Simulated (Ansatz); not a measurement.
Input and command of a plane-wave DFT calculation in Ansatz:

```yaml
crystal:
  lattice:
    - [3.1580007686, 5.4698177815, 0.0]
    - [-3.1580007686, 5.4698177815, 0.0]
    - [0.0, 3.6465451877, 6.16333]
  atoms:
    - { symbol: W, position: [-0.0404750374, 0.0168340004, -0.0129829979] }
    - { symbol: W, position: [0.0142355441, 0.48502507, 0.0093210968] }
    - { symbol: W, position: [0.494221838, -0.0140644952, -0.0077404542] }
    - { symbol: W, position: [0.5280656549, 0.4856832022, -0.0202542645] }
    - { symbol: S, position: [0.2458835144, 0.1936565269, 0.2808993129] }
    - { symbol: S, position: [0.2304003821, 0.7787945607, 0.2369796284] }
    - { symbol: S, position: [0.7662328186, 0.2843764344, 0.2743077] }
    - { symbol: S, position: [0.720573739, 0.7789278017, 0.2497182208] }
    - { symbol: S, position: [0.4195234127, 0.4089069548, 0.7671930365] }
    - { symbol: S, position: [0.4022596259, 0.9154025978, 0.7545172962] }
    - { symbol: S, position: [0.9464676543, 0.4018481949, 0.7292311184] }
    - { symbol: S, position: [0.9474108534, 0.9394091515, 0.7144103066] }
basis:
  ecutwfc: 500
kpoints:
  mp_grid: { grid: [6, 6, 6] }
hamiltonian:
  xc: r2scan
scf:
  occupations: { method: gaussian, width: 0.05 }
output:
  forces: true
  stress: true
  eigenvalues: true
```

```bash
ansatz run input.yaml --threads 2 --pin off --max-ram 5120MiB --backend cpu --events-out ev --progress --plain --runs-dir out
```

Processor: Arm Neoverse N1, 2 threads, on a host shared with other jobs.

Question: Estimate time, memory and problem size.

Answer: About 4.4 min on 2 threads of Arm Neoverse N1 (shared host), peak memory 1.7 GiB. It solves 64 bands at 112 k points (the mesh reduced by symmetry) with about 5387 plane waves, in 9 SCF iterations.
